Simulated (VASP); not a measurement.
The system is Cu.

```
Cu
1.0
     2.28845    0.00000    0.00000
     0.00000    2.28845    0.00000
     0.00000    0.00000    2.28845
Cu
1
Direct
  0.00000 0.00000 0.00000
```

The cell was built by a generator and needn't be a form met in nature.

| Quantity | Value |
| --- | --- |
| Program | VASP 6.6.1 |
| Task | relaxation of cell and atoms |
| Functional | PBEsol |
| Potentials or basis | VASP PAW PBE potentials, release 64 (Cu) |
| Cutoff | 600 eV |
| k mesh | 8 × 8 × 8 |
| Occupations | gaussian, width 0.1 eV |
| Spin | no spin polarisation |

At the start: pressure 15.1 GPa; volume 11.98 Å³/atom.

**Question.** Where does the relaxation end?

**Answer.** Over 3 steps the energy falls by 51.8 meV/atom and the volume is 13.21 Å³/atom (+10.2 %); space group Pm-3m (No. 221, to 0.05 Å).

The path:
```tsv
step	energy change (eV)	largest force (eV/Å)	pressure (GPa)	volume (Å³)
1	0.0000	0.0000	15.14	11.98
2	-0.0344	0.0000	-6.19	14.06
3	-0.0518	0.0000	0.15	13.21
```

Final structure:
```
CELL_PARAMETERS angstrom
2.36390 0.00000 0.00000
0.00000 2.36390 0.00000
0.00000 0.00000 2.36390
ATOMIC_POSITIONS crystal
Cu 0.00000 0.00000 0.00000
```

Caveat: the PAW data sets were made with another functional, which shifts forces and pressure a little.
